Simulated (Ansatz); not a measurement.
## Ti: strain energy, fitted

Ti, P6/mmm, a = 4.580 Å, c = 2.832 Å. This isn't the element's structure at ambient conditions. Ansatz: PBE, PAW, 420 eV, Γ-centred 12×12×18 mesh on 3 atoms, Gaussian smearing 0.10 eV; no spin polarisation. Series: biaxial strain in the a-b plane, c and atoms relaxed; x is the strain in per cent. y is the free energy over the unstrained cell, V0 = 17.146 Å³/atom.

```
x (%) y (meV/atom)
 -3.0             ?
 -2.0         11.30
 -1.0          2.79
  0.0          0.00
  1.0          2.70
  2.0         10.65
  3.0         23.63
```

Question: Fit y = c2 x² + c3 x³ to the other rows, turn c2 into a modulus, and predict the missing energy.

Answer: Least squares on the rows shown. y = 2.7448 x² − 0.039900 x³. In eV per unit strain² c2 is 27.45; M is the biaxial modulus (E = M V0 ε²): 27.45 × 160.2 / (17.146) = 256 GPa. At x = -3.0 the fit asked for gives 25.78 meV/atom. The run gave 25.79 meV/atom, so the fit is 0.01 meV/atom too low, within twice the rms miss on the fitted rows (0.006 meV/atom).

Cost: 7 runs of about 5.8 core-minutes in all, on Intel Xeon Platinum 8375C (Ice Lake) (shared hosts).